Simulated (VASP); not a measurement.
A run of VASP 6.6.1 is set up as follows.

The input INCAR:

```
SYSTEM = CaO
PREC     = Accurate       ! precision mode
ENCUT    = 520            ! plane-wave cutoff, eV
EDIFF    = 1E-6           ! SCF threshold, eV
ISMEAR   = 0              ! smearing method
SIGMA    = 0.05           ! smearing width, eV
LREAL    = .FALSE.        ! projectors in reciprocal space
LASPH    = .TRUE.         ! aspherical terms in the spheres
NELM     = 100            ! most SCF steps
ALGO     = Fast           ! electronic algorithm
ISIF     = 2              ! what is computed and relaxed
LWAVE    = .FALSE.        ! write WAVECAR
LCHARG   = .FALSE.        ! write CHGCAR
NBANDS   = 24             ! bands
```

KPOINTS

```
Automatic mesh
0
G
  9 9 6
  0 0 0
```

File POSCAR:

```
CaO
1.0
    4.1915746157      0.0000000000      0.0000000000
   -2.0957873078      3.6300100991      0.0000000000
    0.0000000000      0.0000000000      4.7848400100
Ca O
2 2
Direct
    0.3333333333      0.6666666667      0.7500000000
    0.6666666667      0.3333333333      0.2500000000
    0.3333333333      0.6666666667      0.2500000000
    0.6666666667      0.3333333333      0.7500000000
```

Potentials or basis: VASP PAW LDA potentials, release 64 (Ca_sv, O).

Run with:

```console
$ cat potpaw_LDA.64/Ca_sv/POTCAR potpaw_LDA.64/O/POTCAR > POTCAR
$ mpirun -np 1 vasp_std > vasp.out
```

Question: Predict the band gap on the k mesh.

Answer: 2.56 eV, direct.

Question: What does it give for the pressure?

Answer: -10.8 GPa.

Stress tensor (GPa, compression positive):
```
-11.45   0.00   0.00
  0.00 -11.45   0.00
  0.00   0.00  -9.42
```

Caveat: an odd mesh through Γ misses points on the zone boundary, where band edges often lie.
